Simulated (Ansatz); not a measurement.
**What MoS2 monolayer (1T) distorts into**

Which phase does MoS2 monolayer (1T) fall into along its unstable mode, and how much energy does it gain?

Calculated with Ansatz 0.2.0; DFT PBEsol, scalar-relativistic, plane waves, PAW; PAW set soft_1.

## Step 1: Starting point

The cell holds 3 atoms: 1 Mo and 2 S. Its edges and angles: a = 3.113 Å, b = 3.113 Å, c = 29.504 Å, α = 90.0°, β = 90.0°, γ = 120.0°. It derives from MoS2. Vacuum lies along c.

## Step 2: Response at finite wavevector

The cell comes from relaxations at this level that are not shown. Stability and thermal properties need the whole zone. Linear response on a 6×6×1 q mesh gives force constants as far as a supercell of that size would.

input.yaml

```yaml
crystal:
  lattice:
    - [3.1127453568, 0.0, 0.0]
    - [-1.5563726784, 2.6957165545, 0.0]
    - [0.0, 0.0, 29.504]
  atoms:
    - { symbol: Mo, position: [0.0, 0.0, 0.3389370933] }
    - { symbol: S, position: [0.3333333333, 0.6666666667, 0.3933579843] }
    - { symbol: S, position: [0.6666666667, 0.3333333333, 0.2845162023] }
  periodic: [true, true, false]
kpoints:
  mp_grid: { grid: [18, 18, 1] }
hamiltonian:
  xc: pbesol
  pseudopotentials: { kind: paw, azcp: { folder: soft_1 }, xc_functional: pbe }
scf:
  occupations: { method: methfessel_paxton, width: 0.2 }
output:
  eigenvalues: true
phonons:
  method: dfpt
  qmesh: [6, 6, 1]
  temperatures: { t_max: 1000, t_step: 50 }
  qpath:
    path:
      - [0.0, 0.0, 0.0]
      - [0.5, 0.0, 0.0]
      - [0.33333333, 0.33333333, 0.0]
      - [0.0, 0.0, 0.0]
    npoints: 10
```

Command:

```console
$ ansatz run input.yaml --threads 4 --pin off --max-ram 16384MiB --backend cpu --events-out ev --progress --plain --runs-dir out
```

Numbers of over 12 decimals in the logs are rounded to 6 here.

The program printed:

```text
Warning: crystal.symmetry: narrowed to the stabiliser of the run's FFT grids — unitary ops 12 → 6. A phonons.method: dfpt run fills in the rows of the dynamical matrix that it does not solve by its symmetry operations, which is exact only for operations that map its FFT grids onto themselves: filled in by any other, the frequencies could depend on the order in which like atoms are typed, or, by more than the grids' own error, on where the crystal sits among the grids' points. Excluded: 6 operations. The run can therefore solve more perturbations, solve them on more k-points, or both, and cost more. [rest of the remark cut]
Engine: ansatz 0.2.0, aarch64-unknown-linux-gnu
Pseudopotentials: kind: paw
Pseudopotential: Mo, paw, valence charge 14, recommended cutoff 420 eV (normal), soft_1/Mo.paw.azcp
Pseudopotential: S, paw, valence charge 6, recommended cutoff 420 eV (normal), soft_1/S.paw.azcp
Functional definition: PBEsol
  exchange = pbesol_x
  correlation = pbesol_c
Crystal: 3 atoms, lattice volume = 247.570 Å³
Basis set: ecut = 420 eV, 4803 PW (Γ), exchange–correlation on 48×48×400 points (8 copies of the dense FFT grid, shifted against one another)
Bands: 17, of which v1, the nominal top of the filled ones, is band 13 counted from 1 (12 counted from 0)
Symmetry: 12 space group operations
k-points: 37 of 324 (irreducible under 6 space group operations, time reversal used)
Non-local potential: Mo, projectors of the file, l = 0: 3, l = 1: 2, l = 2: 2, l = 3: 1
Non-local potential: S, projectors of the file, l = 0: 2, l = 1: 2, l = 2: 1
PAW form: soft (Blöchl's): semilocal exchange-correlation on the pseudo side does not see the compensation charge
PAW frozen core: Mo, regenerated for the run's functional, and the local potential with it (the file was generated under x = pbe(κ = 0.804, μ = 0.219515), c = pbe(β = 0.066725))
PAW frozen core: S, regenerated for the run's functional, and the local potential with it (the file was generated under x = pbe(κ = 0.804, μ = 0.219515), c = pbe(β = 0.066725))
PAW one-centre angular grid: Mo, 590 points (default); XC on 64 Gauss nodes
PAW one-centre angular grid: S, 110 points (default); XC on 64 Gauss nodes
Initial density: superposition of atomic densities (neutral atoms: chi_scale 0, normalization atom)
Initial wavefunctions: pseudopotential atomic-orbital guess
Functional: x = pbesol(κ = 0.804, μ = 0.123457), c = pbesol(β = 0.046)
SCF iter   1: F=—  HF=-6670.801605 eV  |F-HF|=—  |Δ(HF+E_count)|=         —  Δρ=4.09e-2  dr2=6.62e0  ethr=3.10e-3  ⟨swp⟩=16.1  Hψ=6850  notcnv=0
preconditioner: auto → LDOS  [insulator: Δε(μ)=0.133 eV  Ē_g=8.832 eV  σ=0.200 eV  W_gap=0.51  n_scr=16 (ndim 8)  ℏωp=10.0 eV  f_vac=0.753  D(μ)=1.27/eV (n_scr^D=8)  ε∞_Penn≈2.3  β→1.0]
SCF iter   2: F=—  HF=-6669.841028 eV  |F-HF|=—  |Δ(HF+E_count)|=   9.61e-1  S|Δr|=    0.00e0  Δρ=2.74e-2  dr2=2.27e0  ethr=3.10e-3  ⟨swp⟩=4.6  Hψ=2270  notcnv=0
SCF iter   3: F=—  HF=-6669.341191 eV  |F-HF|=—  |Δ(HF+E_count)|=   5.00e-1  S|Δr|=    0.00e0  Δρ=5.30e-3  dr2=1.11e-1  ethr=3.10e-3  ⟨swp⟩=3.4  Hψ=1824  notcnv=0
SCF iter   4: F=—  HF=-6669.322735 eV  |F-HF|=—  |Δ(HF+E_count)|=   1.85e-2  S|Δr|=    0.00e0  Δρ=6.63e-4  dr2=2.10e-3  ethr=4.25e-4  ⟨swp⟩=3.4  Hψ=1527  notcnv=0
SCF iter   5: F=—  HF=-6669.322698 eV  |F-HF|=—  |Δ(HF+E_count)|=   3.65e-5  S|Δr|=    0.00e0  Δρ=2.26e-4  dr2=8.47e-5  ethr=8.07e-6  ⟨swp⟩=3.4  Hψ=1478  notcnv=0
SCF iter   6: F=—  HF=-6669.322736 eV  |F-HF|=—  |Δ(HF+E_count)|=   3.79e-5  S|Δr|=    0.00e0  Δρ=6.80e-5  dr2=7.19e-6  ethr=3.26e-7  ⟨swp⟩=4.1  Hψ=1628  notcnv=0
SCF iter   7: F=—  HF=-6669.322745 eV  |F-HF|=—  |Δ(HF+E_count)|=   8.25e-6  S|Δr|=    0.00e0  Δρ=1.21e-5  dr2=1.81e-7  ethr=2.76e-8  ⟨swp⟩=3.8  Hψ=1420  notcnv=0
SCF iter   8: F=—  HF=-6669.322617 eV  |F-HF|=—  |Δ(HF+E_count)|=   1.28e-4  S|Δr|=    0.00e0  Δρ=1.37e-6  dr2=2.76e-9  ethr=6.95e-10  ⟨swp⟩=3.5  Hψ=1480  notcnv=0
SCF iter   9: F=—  HF=-6669.322617 eV  |F-HF|=—  |Δ(HF+E_count)|=   1.14e-8  S|Δr|=    0.00e0  Δρ=3.54e-7  dr2=2.31e-10  ethr=1.06e-11  ⟨swp⟩=4.1  Hψ=1718  notcnv=0
SCF iter  10: F=—  HF=-6669.322617 eV  |F-HF|=—  |Δ(HF+E_count)|=   3.01e-9  S|Δr|=    0.00e0  Δρ=7.32e-8  dr2=2.02e-11  ethr=1.00e-12  ⟨swp⟩=2.8  Hψ=1127  notcnv=0
SCF iter  11: F=-6669.322617 eV  HF=-6669.322617 eV  |F-HF|=7.28e-12  |Δ(HF+E_count)|=  5.28e-10  S|Δr|=    0.00e0  Δρ=9.45e-9  dr2=1.34e-13  ethr=1.00e-12  ⟨swp⟩=15.3  Hψ=5720  notcnv=0
SCF 1 converged in 11 iterations: F = -6669.322617 eV  dr2 = 1.34e-13
  greatest PAW one-centre occupation: 0.999 electrons in one spin orbital (limit 2), on the Mo atom at site 0 (counted from 0), in its partial waves of l = 0
phonons: the bands overlap, so this run is a metal and interpolates without the dipole-dipole term. If the crystal is really an insulator or semiconductor, its LO-TO splitting is missing
NSCF: frozen V_eff on 37 k-points
NSCF: frozen V_eff on 91 k-points
DFPT response loops at q = (0, 0, 0) (fractional): preconditioner auto → none (partly filled bands, converged f_vac=0.759); β = 0.50; Broyden in place of MSR1
NSCF: frozen V_eff on 342 k-points
DFPT response loops at q = (0, 0.166667, 0) (fractional): mixed as the last ones told, above
NSCF: frozen V_eff on 342 k-points
DFPT response loops at q = (0, 0.333333, 0) (fractional): mixed as the last ones told, above
NSCF: frozen V_eff on 182 k-points
DFPT response loops at q = (0, -0.5, 0) (fractional): mixed as the last ones told, above
NSCF: frozen V_eff on 648 k-points
DFPT response loops at q = (0.166667, 0.166667, 0) (fractional): mixed as the last ones told, above
NSCF: frozen V_eff on 648 k-points
DFPT response loops at q = (0.166667, 0.333333, 0) (fractional): mixed as the last ones told, above
NSCF: frozen V_eff on 342 k-points
DFPT response loops at q = (0.333333, 0.333333, 0) (fractional): mixed as the last ones told, above
SCF converged after 11 iterations
Stability not checked: this state was not tested for a lower state beside it, because cold or Methfessel-Paxton smearing, or corrected tetrahedra, fill the levels in a way that the test cannot read (fill_not_monotonic; see scf.lower_state_search)
Free energy (F): -6669.322617 eV
Harris-Foulkes:  -6669.322617 eV  (|F-HF|=7.28e-12)
Internal energy: -6669.324386 eV  (E = F + TS)
E sigma→0 (E₀):  -6669.323059 eV
Entropy (-TS):   0.001769 eV (0.590 meV/atom)
Fermi energy:    -5.080398 eV
--- Per-component energies (eV) ---
  E_band       = -577.261584
  E_kinetic    = 634.210184
  E_local      = -44924.791004  (includes V_loc(G=0)·N_el)
  E_nonlocal   = 219.394439
  E_hartree    = 22029.206053
  E_xc         = -351.387825
  E_vxc        = -384.577165  (∫ρ·V_xc dr)
  E_paw        = -4338.679568  (= ΣΔE_a)
  E_vpaw       = -179.910206  (= ΣTr[D̂ρ^β])
  E_aug_tail   = 0.000042  (compensation charges beyond the density's cutoff)
  E_ewald      = 20062.390095
  E_core_change = 0.333199  (= ΣΔE_core)
  E_smearing   = 0.001769  (= −TS)
  E_closure    = 0.000000  (closes the sum)
  Σ components = -6669.322617   (vs F -6669.322617, Δ=0.00e0)
--- Band table (eV; the first three rows and the last of 37) ---
  k-point 0: bands = [... 9 lower, -8.2918, -6.3280, -5.9775, -5.9775, -5.0777, -5.0777, -1.7856, -1.7856]
  k-point 1: bands = [... 9 lower, -8.0356, -6.4138, -6.1843, -6.1731, -5.0125, -4.8957, -1.9778, -1.8162]
  k-point 2: bands = [... 9 lower, -7.7662, -6.9915, -6.5170, -6.2739, -4.9107, -4.5916, -2.3811, -1.8785]
  k-point 36: bands = [... 9 lower, -9.0611, -9.0611, -9.0369, -4.6910, -4.6910, -4.0407, -1.7791, -1.7791]
--- Phonons (Γ-DFPT): 6 representative perturbations + reference (Σ response iterations 28) ---
  ASR residual: 1.453e-5 → 0.000e0 eV/Å²; symmetrization residual: 5.907e-6 eV/Å²
  The last average, over the group as it would stand without the narrowing to the FFT grids, took up to 2.585e-6 eV/Å² of the zone centre's force constants
  ASR residual per site (eV/Å²): 5.31e-6 1.31e-5 1.45e-5
  Γ frequencies (cm⁻¹): 0.00 0.00 0.00 240.20 240.20 265.57 265.57 364.11 401.99
--- Phonons (arbitrary-q DFPT): 7 irreducible q on the 6×6×1 mesh ---
  q = [0.0000, 0.0000, 0.0000] (star 1, of the zone-centre solve; hermiticity 5.17e-7, symmetrization 5.69e-13, taken by the last average 1.13e-7): -0.00 0.00 0.00 240.20 240.20 265.57 265.57 364.11 401.99
  q = [0.0000, 0.1667, 0.0000] (star 6, 9 solved perturbations on 171 of 324 k-point pairs; hermiticity 6.50e-7, symmetrization 2.87e-10, taken by the last average 1.54e-7): 43.48 82.75 111.67 245.37 278.56 283.27 301.83 365.08 397.00
  q = [0.0000, 0.3333, 0.0000] (star 6, 9 solved perturbations on 171 of 324 k-point pairs; hermiticity 8.55e-7, symmetrization 3.96e-10, taken by the last average 2.23e-7): 53.09 117.98 121.41 264.73 288.23 312.58 323.59 353.91 378.39
  q = [0.0000, -0.5000, 0.0000] (star 3, 9 solved perturbations on 91 of 324 k-point pairs; hermiticity 4.68e-7, symmetrization 3.40e-10, taken by the last average 1.93e-7): -288.91 67.72 153.36 272.68 285.90 318.08 328.88 343.67 371.14
  q = [0.1667, 0.1667, 0.0000] (star 6, 6 solved perturbations in 1485 linear systems a pass and spin channel, the states on 324 of 324 k-point pairs; hermiticity 9.16e-7, symmetrization 4.32e-10, taken by the last average 1.32e-7): 95.18 119.23 127.50 250.13 277.92 307.63 317.59 362.42 367.26
  q = [0.1667, 0.3333, 0.0000] (star 12, 9 solved perturbations on 324 of 324 k-point pairs: no pair is spared here; hermiticity 7.32e-7, symmetrization 0.00e0, taken by the last average 2.38e-7): -203.13 85.96 142.54 270.25 294.14 319.81 334.20 339.68 359.38
  q = [0.3333, 0.3333, 0.0000] (star 2, 6 solved perturbations in 705 linear systems a pass and spin channel, the states on 171 of 324 k-point pairs; hermiticity 4.89e-7, symmetrization 2.27e-8, taken by the last average 1.60e-7): -162.48 -162.48 146.57 298.72 298.72 320.21 327.90 336.75 336.75
  sum rule: each row above includes the acoustic sum rule's correction from the zone centre's row sums; it moved no ω² by more than (0.35 cm⁻¹)²
  mesh force constants: q→R imaginary residual 2.86e-18; ASR residual 1.453e-5 → 0.000e0 eV/Å²; symmetrization residual 8.882e-15 eV/Å²
  interpolated dispersion: 31 rows × 9 modes
  density of states and harmonic sums: on the 24×24×1 q-mesh, interpolated from the force constants of a 6×6×1 supercell (no non-analytic term)
  largest difference from the sums on the solved wave vectors: F 1.36e-3 eV, S 7.67e-6 and C_V 4.52e-6 eV/K
  zero-point energy: 0.132907 eV/cell   skipped modes (ω ≤ 0): 43, of them read as no rigid motion or as one in doubt: 40 (6.580e-1 modes/cell left out, lowest -288.91 cm⁻¹)   left out of the sums: 7.37e-2 of the cell's modes: C_V's classical limit lies that fraction below 3 k_B per atom; for a crystal, a wire or a layer, F and S can be off by more, and a phonons.interpolated_qmesh denser along its periods is the remedy for the sampling
```

It took 23 min on 4 threads of Arm Neoverse V1, shared host; peak memory 2.9 GiB.

Reading the cycles: dr2 is the Hartree energy of the density residual (eV), the measure of convergence; HF is the Harris–Foulkes estimate of the energy, which meets the free energy F at convergence.

This step gave:

| Item | Value |
| --- | --- |
| gap on the k-mesh | 0 eV |
| sum-rule residual before enforcement | 1.45e-5 eV/Å² |
| lowest frequency on the path | -288.9 cm⁻¹ |
| point group | -3m |
| highest frequency on the path or at a solved wavevector | 402.2 cm⁻¹ |
| area per atom | 2.797 Å² |
| highest optical mode at the zone centre (no LO-TO term) | 402.0 cm⁻¹ |
| lowest optical zone-centre mode | 240.2 cm⁻¹ |
| lowest mode on the q mesh (acoustic modes at Γ apart) | -288.9 cm⁻¹ |

Frequencies (cm⁻¹) solved at each irreducible wavevector; negative means imaginary. Frequencies by wavevector, by row:

```tsv
q in reciprocal lattice units	star	mode 1	mode 2	mode 3	mode 4	mode 5	mode 6	mode 7	mode 8	mode 9
0 0 0	1	0	0	0	240.2	240.2	265.6	265.6	364.1	402
0 0.1667 0	6	43.5	82.8	111.7	245.4	278.6	283.3	301.8	365.1	397
0 0.3333 0	6	53.1	118	121.4	264.7	288.2	312.6	323.6	353.9	378.4
0 -0.5 0	3	-288.9	67.7	153.4	272.7	285.9	318.1	328.9	343.7	371.1
0.1667 0.1667 0	6	95.2	119.2	127.5	250.1	277.9	307.6	317.6	362.4	367.3
0.1667 0.3333 0	12	-203.1	86	142.5	270.2	294.1	319.8	334.2	339.7	359.4
0.3333 0.3333 0	2	-162.5	-162.5	146.6	298.7	298.7	320.2	327.9	336.8	336.8
```

Interpolated from a 6×6×1 q mesh. The phonon branches at the labelled points (cm⁻¹):

```tsv
point	branch 1	branch 2	branch 3	branch 4	branch 5	branch 6	branch 7	branch 8	branch 9
Γ	0	0	0	240	240	266	266	364	402
halfway	83	113	150	253	288	299	316	362	386
M	-289	68	153	273	286	318	329	344	371
halfway	-242	35	150	273	296	322	333	341	357
K	-162	-162	147	299	299	320	328	337	337
halfway	95	119	128	250	278	308	318	362	367
Γ	0	0	0	240	240	266	266	364	402
```

The phonon branches as a text plot (rows in cm⁻¹):

```
    388 |*****************                            ***********
    359 |***************  ************       ********************
    330 |         ************************************
    301 |     ************     ****************************
    273 |*********  ******************       ********************
    244 |***********                              ***************
    215 |
    186 |
    157 |         **      *******************
    129 |       **  ******                   ************
    100 |     ********  **                     ************
     71 |   ********      ********                    *******
     42 | ******                  **         **          **  ***
     13 |*****                                    **       ******
    -15 | **
    -44 |                           *
    -73 |             **             *
   -102 |                             **   **
   -131 |                               *
   -159 |                                **    ***
   -188 |               **            ***  ****
   -217 |                           **
   -246 |                         **
   -275 |                 ********
         Γ                   M           K                      Γ
```

Symmetry leaves 7 wavevectors to solve. The lowest mode among them, the acoustic zeros apart, lies at q = (0, -0.5, 0) and is imaginary, 288.9i cm⁻¹, so the energy falls along it.

## Step 3: The mode frozen in, largest atomic shift 0 Å

The mode followed lies at q = (0.333, 0.333, 0) with frequency 162.5i cm⁻¹ and is 2-fold degenerate, one of the unstable modes though not the softest. At small amplitude the distorted cell has space group no. 157 by a symmetry search on the positions. The undistorted cell that holds it gives the zero of energy on the same k mesh.

System of this step: MoS2 monolayer (1T). The cell holds 9 atoms: 3 Mo and 6 S. Cell: a = 5.391 Å, b = 5.391 Å, c = 29.504 Å, α = 90.0°, β = 90.0°, γ = 60.0°. It derives from MoS2. Vacuum lies along c.

input.yaml

```yaml
crystal:
  lattice:
    - [1.0e-10, -5.391433109, 0.0]
    - [-4.6691180352, -2.6957165546, 0.0]
    - [0.0, 0.0, -29.504]
  atoms:
    - { symbol: Mo, position: [0.3333333333, 0.3333333333, 0.6610629067] }
    - { symbol: Mo, position: [0.0, 0.0, 0.6610629067] }
    - { symbol: Mo, position: [0.6666666667, 0.6666666667, 0.6610629067] }
    - { symbol: S, position: [0.3333333333, 0.6666666667, 0.6066420157] }
    - { symbol: S, position: [1.0, 0.3333333333, 0.6066420157] }
    - { symbol: S, position: [0.6666666667, 1.0, 0.6066420157] }
    - { symbol: S, position: [0.6666666667, 0.3333333333, 0.7154837977] }
    - { symbol: S, position: [0.3333333333, 0.0, 0.7154837977] }
    - { symbol: S, position: [0.0, 0.6666666667, 0.7154837977] }
  periodic: [true, true, false]
kpoints:
  mp_grid: { grid: [9, 9, 1] }
hamiltonian:
  xc: pbesol
  pseudopotentials: { kind: paw, azcp: { folder: soft_1 }, xc_functional: pbe }
scf:
  occupations: { method: methfessel_paxton, width: 0.2 }
output:
  forces: true
  stress: true
  eigenvalues: true
```

The program printed:

```text
[...]
Crystal: 9 atoms, lattice volume = 742.711 Å³
Basis set: ecut = 420 eV, 14337 PW (Γ), exchange–correlation on 80×80×400 points (8 copies of the dense FFT grid, shifted against one another)
Bands: 48, of which v1, the nominal top of the filled ones, is band 39 counted from 1 (38 counted from 0)
Symmetry: 36 space group operations
[...]
k-points: 12 of 81
[...]
k-point 0: bands = [... 35 lower, -5.9761, -5.9761, -5.0774, -5.0774, -4.6900, -4.6900, -4.6900, -4.6900, ... 5 higher]
  k-point 1: bands = [... 35 lower, -6.2700, -6.1805, -5.1984, -4.9835, -4.9390, -4.8605, -4.7407, -4.3415, ... 5 higher]
  k-point 2: bands = [... 35 lower, -6.7289, -6.2196, -5.7307, -5.0801, -5.0209, -4.7788, -4.6297, -4.0096, ... 5 higher]
  k-point 11: bands = [... 35 lower, -7.0941, -6.7811, -6.7811, -6.7811, -4.1230, -4.1230, -4.1230, -4.0308, ... 5 higher]
[key lines of the parts left out:]
SCF converged after 8 iterations
Free energy (F): -20007.966742 eV
Fermi energy:    -5.083869 eV
P = ½ c Tr σ = -0.0017 N/m
```

Elapsed: 11 s, on 4 threads; peak memory 1.4 GiB; 42 s of CPU time.

Numbers from this step:

```
energy from the undistorted cell : 0 meV/atom
```

## Step 4: The mode frozen in, largest atomic shift 0.22 Å

The atoms are moved along the unstable eigenvector, the largest shift by 0.22 Å, with the cell fixed.

input.yaml, the sections that differ from step 3:

```yaml
crystal:
  lattice:
    - [1.0e-10, -5.391433109, 0.0]
    - [-4.6691180352, -2.6957165546, 0.0]
    - [0.0, 0.0, -29.504]
  atoms:
    - { symbol: Mo, position: [0.2925291023, 0.3333333464, 0.6610629013] }
    - { symbol: Mo, position: [0.0408060763, -0.0408048778, 0.6610629174] }
    - { symbol: Mo, position: [0.6666677818, 0.7074715313, 0.6610629013] }
    - { symbol: S, position: [0.3432377568, 0.6567624771, 0.6066420183] }
    - { symbol: S, position: [0.9900960357, 0.3333329655, 0.6066420795] }
    - { symbol: S, position: [0.6666658483, 1.0099045574, 0.6066419493] }
    - { symbol: S, position: [0.6666668951, 0.3333332988, 0.7110483347] }
    - { symbol: S, position: [0.3333332631, 3.519e-07, 0.7177016115] }
    - { symbol: S, position: [-1.581e-07, 0.6666663493, 0.7177015273] }
  periodic: [true, true, false]
# kpoints, hamiltonian, scf, output: as in step 3
```

The program printed:

```text
[...]
k-point 0: bands = [... 35 lower, -5.8056, -5.8056, -5.6012, -5.6012, -5.0044, -4.4390, -4.4390, -4.2581, ... 5 higher]
  k-point 1: bands = [... 35 lower, -6.1094, -6.0649, -5.6799, -5.5424, -5.0334, -4.4884, -4.3411, -4.0569, ... 5 higher]
  k-point 2: bands = [... 35 lower, -6.4580, -6.3538, -6.0000, -5.5765, -4.9904, -4.4446, -4.2273, -3.7425, ... 5 higher]
  k-point 11: bands = [... 35 lower, -7.2336, -6.6116, -6.4876, -6.4876, -4.3238, -4.3238, -4.1406, -3.4415, ... 5 higher]
[key lines of the parts left out:]
SCF converged after 13 iterations
Free energy (F): -20008.402556 eV
Fermi energy:    -5.296570 eV
P = ½ c Tr σ = 2.2553 N/m
```

Run time: 16 s. Hardware: 4 threads; peak memory 1.2 GiB; 62 s of CPU time.

This step gave:

```
gap on the k-mesh                : 0.5089 eV
energy from the undistorted cell : -48.64 meV/atom
```

The energy, extrapolated to zero smearing, is -48.64 meV/atom against the undistorted cell.

## Step 5: Energy along the mode, all amplitudes (two of the runs are shown above)

An imaginary frequency means negative curvature, so the energy should fall and then rise again as anharmonic terms take over.

This step gave:

```yaml
depth_at_the_lowest_point_sampled: 48.64 meV/atom
largest_atomic_shift_at_that_point: 0.22 Å
```

Energy from the parent against largest shift of an atom, one sign:

```tsv
largest shift of an atom, one sign (Å)	energy from the parent (meV/atom)
0.000	0
0.040	-2.70
0.080	-10.3
0.140	-28.2
0.220	-48.6
0.320	-39.3
0.450	69.1
```

Displacement at unit largest shift by atom:

```tsv
atom	x (Å)	y (Å)	z (Å)	size
Mo1	0.00	1.00	0.00	1.00
Mo2	0.87	-0.50	0.00	1.00
Mo3	-0.87	-0.50	0.00	1.00
S4	0.21	-0.12	0.00	0.24
S5	0.00	0.24	0.00	0.24
S6	-0.21	-0.12	0.00	0.24
S7	0.00	0.00	0.59	0.59
S8	0.00	0.00	-0.30	0.30
S9	0.00	0.00	-0.30	0.30
```

The lowest of the steps tried is at 0.22 Å, 48.6 meV/atom below the parent; the bottom of the well need not coincide with a step.

[end of part 1 of 3]

[Logs are printed without paths, hosts, clocks, repeated set-up lines and the standing remarks that a program may print on its own settings, such as how far it seeks lower states.]

[Hosts, paths, dates, database ids (printed as entryN), source tags and the programs' standing remarks are cut or masked in the printed files.]
